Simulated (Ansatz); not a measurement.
**CsCl: what symmetry allows forces and stress to be**

```
CELL_PARAMETERS angstrom
4.12300 0.00000 0.00000
0.00000 4.12300 0.00000
0.00000 0.00000 4.12300
ATOMIC_POSITIONS crystal
Cs 0.00000 0.00000 0.00000
Cl 0.50000 0.50000 0.55457
```

All numbers below come from DFT PBE, scalar-relativistic, plane waves, PAW in Ansatz 0.2.0.

Plane waves to 420 eV, a k mesh through Γ of 6×6×6 on the computed 2-atom cell and Gaussian smearing (0.02 eV); no spin polarisation.

This distorted cell has space group P4mm, with 8 operations.

Task: Without a calculation: in which directions can each atom feel a force?

Result: A force must be left unchanged by every operation that keeps its atom in place, so it lies in the space that those operations leave fixed. Atoms that the group maps onto each other feel forces of one size.
```tsv
atom	site symmetry	operations at the site	equivalent to atom	allowed force (Cartesian)
Cs1	4mm	8	1	along (0.00, 0.00, 1.00)
Cl2	4mm	8	2	along (0.00, 0.00, 1.00)
```

That leaves 2 independent force components of 6, tied by 1 condition that the forces sum to zero, so 1 remains. A relaxation in this cell that keeps the symmetry moves the atoms in these directions alone.

Task: And the stress tensor?

Result: It must be invariant under the point group, which leaves 2 independent components: yz, xz, xy vanish; xx = yy.

Task: Do the computed values obey this?

Result: Yes. Forces (eV/Å):
```
Cs1  0.000  0.000  0.194
Cl2  0.000  0.000 -0.194
```

Stress (GPa, compression positive, xx yy zz yz xz xy): 1.31 1.31 1.19 0.00 0.00 0.00. The program imposes the same operations on density, forces and stress, so this confirms the analysis and is no independent test of the calculation.